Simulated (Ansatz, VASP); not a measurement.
MgO in VASP and in Ansatz

```
Mg O
1.0
     0.00000    2.82857    4.53706
     2.82868    0.00000    4.53706
     2.82868    2.82857    0.00000
Mg O
2 2
Direct
  0.14564 0.64563 0.35437
  0.64563 0.14564 0.85436
  0.14564 0.64564 0.85436
  0.64564 0.14564 0.35436
```

Alike in both runs: functional PBE; k mesh 6 × 6 × 6; occupations gaussian, width 0.1 eV; no spin polarisation.

Ansatz relaxed the structure, and its values are those at the end. VASP's run is a single point on that final structure, the one shown.

|  | VASP | Ansatz |
| --- | --- | --- |
| version | VASP 6.6.1 | Ansatz 0.2.0 |
| potentials or method | VASP PAW PBE potentials, release 64 (Mg, O) | scalar-relativistic, plane waves, PAW |
| plane-wave cutoff (eV) | 520 | 420 |
| valence electrons in the cell | 16 | 32 |

|  | VASP | Ansatz | Ansatz less VASP |
| --- | --- | --- | --- |
| gap on the k mesh at the Fermi level (eV) | 2.11 | 2.12 | +0.014 |
| least direct gap on the mesh (eV) | 2.22 | 2.24 | +0.013 |
| pressure (GPa) | -0.2 | 0.1 | +0.22 |

The two sets of potentials don't hold the same shells in valence.

A k mesh can miss the band edges.
